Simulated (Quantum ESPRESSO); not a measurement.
## Cl under changes of volume

One of the cells (29.048 Å³/atom); the others are scaled copies at fixed shape and fractional positions:

```
Cl
1.0
     3.14500   -2.25000    0.00000
     3.14500    2.25000    0.00000
     0.00000    0.00000    8.21000
Cl
4
Direct
  0.37000 0.63000 0.40000
  0.13000 0.87000 0.90000
  0.63000 0.37000 0.60000
  0.87000 0.13000 0.10000
```

* Program: Quantum ESPRESSO 7.5
* Functional: r2SCAN
* Potentials or basis: SG15 PBE 1.2
* Cutoff: 789 eV
* Density cutoff: 3157 eV
* k mesh: 5 × 5 × 3
* Occupations: fermi-dirac, width 0.05 eV
* Spin: no spin polarisation

| volume (Å³/atom) | energy over the lowest point (meV/atom) | pressure (GPa) | gap on the mesh (eV) |
| --- | --- | --- | --- |
| 27.305 | 7.96 | 1.8 | 3.07 |
| 27.886 | 2.78 | 1.0 | 2.99 |
| 28.467 | 0.22 | 0.3 | 2.90 |
| 29.048 | 0.00 | -0.3 | 2.82 |
| 29.629 | ? | ? | ? |
| 30.210 | 5.62 | -1.3 | 2.67 |
| 30.791 | 11.04 | -1.7 | 2.60 |

What does the run at 29.629 Å³/atom give?

Energy over the lowest point 1.88 meV/atom; pressure -0.8 GPa; gap on the mesh 2.74 eV.

Worked out: A Birch-Murnaghan fit of order 3 (a polynomial in V^(-2/3)) to the other rows has its minimum at 28.81 Å³/atom with B0 = V·E''(V) = 30 GPa and B' = 4.5 at fixed shape and positions, which overstates the stiffness. It gives 1.87 meV/atom at 29.629 Å³/atom, against the run's 1.88, and -dE/dV = -0.8 GPa, against -0.8. A straight line through the other rows of the gap, of slope -3.93 eV per unit of ln V, gives 2.75 eV, against the run's 2.74.

Energies are extrapolated to zero smearing.

Caveats: the potentials were made for another functional, which shifts forces and pressure; this potential file gives levels or pressures that part from those of other sets; an odd mesh through Γ misses points on the zone boundary, where band edges often lie.
